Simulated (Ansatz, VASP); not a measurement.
One calculation of Mo, two programs

```
Mo
1.0
    -1.57365    1.57365    1.57365
     1.57365   -1.57365    1.57365
     1.57365    1.57365   -1.57365
Mo
1
Direct
  0.00000 0.00000 0.00000
```

Alike in both runs: task relaxation of cell and atoms; functional RPBE; k mesh 14 × 14 × 14; occupations fermi-dirac, width 0.1 eV; no spin polarisation.

```csv
,VASP,Ansatz
version,VASP 6.6.1,Ansatz 0.2.0
potentials or method,"VASP PAW PBE potentials, release 64 (Mo_sv)","plane waves (420 eV) with PAW, scalar-relativistic"
plane-wave cutoff (eV),600,420
valence electrons in the cell,14,14
```

|  | VASP | Ansatz | Ansatz less VASP |
| --- | --- | --- | --- |
| relaxed volume (Å³/atom) | 16.06 | 16.03 | -0.023 |
| relaxed cell length with the largest relative difference (Å) | 2.753 | 2.751 | -0.0013 |
| energy change over the relaxation (meV/atom) | -11 | -10 | +1.1 |

Caveats: the PAW data sets were made with another functional, which shifts forces and pressure a little (VASP). RPBE and its kin give volumes clearly too large for solids. Zero-point motion and thermal expansion aren't in these numbers.
